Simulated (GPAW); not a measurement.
The system is TiSe.

```
CELL_PARAMETERS angstrom
4.17836 0.00000 0.00000
0.00000 4.17836 0.00000
0.00000 0.00000 5.98442
ATOMIC_POSITIONS crystal
Se 0.00000 0.50000 0.76056
Se 0.50000 0.00000 0.23944
Ti 0.00000 0.00000 0.00000
Ti 0.50000 0.50000 0.00000
```

The cell comes from a database or a generator and needn't be the stable form of this composition.

| Item | Value |
| --- | --- |
| Program | GPAW 26.7.0 |
| Task | relaxation of cell and atoms |
| Functional | PBEsol |
| Dispersion | D3 |
| Potentials or basis | PAW data sets generated in the run's folder for this functional |
| Cutoff | 600 eV |
| Basis | pw |
| k mesh | 5 × 5 × 4 |
| Occupations | fermi-dirac, width 0.05 eV |
| Spin | no spin polarisation |

At the start: pressure -4.5 GPa; volume 26.12 Å³/atom.

Problem. Where does the relaxation end?

Solution. Over 11 steps the energy falls by 58.6 meV/atom and the volume is 21.12 Å³/atom (-19.1 %); space group P4/nmm (No. 129, to 0.05 Å).

Step by step:
```tsv
step	energy change (eV)	largest force (eV/Å)	pressure (GPa)	volume (Å³)
1	0.0000	0.2823	-4.49	104.48
2	-0.0220	0.1580	-3.86	103.66
3	-0.0681	0.4661	-0.47	99.60
4	-0.0735	0.4445	-0.51	99.35
5	-0.1418	0.1321	0.37	88.80
6	-0.1543	0.0479	-0.14	90.77
7	-0.1587	0.0366	-0.17	90.82
8	-0.2209	0.0534	-0.45	89.06
9	-0.2362	0.0803	-0.08	86.00
10	-0.2351	0.0479	0.06	84.83
11	-0.2344	0.0156	0.03	84.48
```

Final structure:
```cif
data_structure
_symmetry_space_group_name_H-M 'P 1'
_symmetry_Int_Tables_number 1
_cell_length_a 4.0985
_cell_length_b 4.0985
_cell_length_c 5.0296
_cell_angle_alpha 90.000
_cell_angle_beta 90.000
_cell_angle_gamma 90.000
_cell_volume 84.48
loop_
_atom_site_label
_atom_site_type_symbol
_atom_site_fract_x
_atom_site_fract_y
_atom_site_fract_z
_atom_site_occupancy
Se1 Se 0.00000 0.50000 0.71671 1
Se2 Se 0.50000 0.00000 0.28329 1
Ti1 Ti 0.00000 0.00000 0.00000 1
Ti2 Ti 0.50000 0.50000 0.00000 1
```

Caveat: later steps reuse the first step's grids; the volume moved by over 15 % at a fixed basis, so the end points are rough.
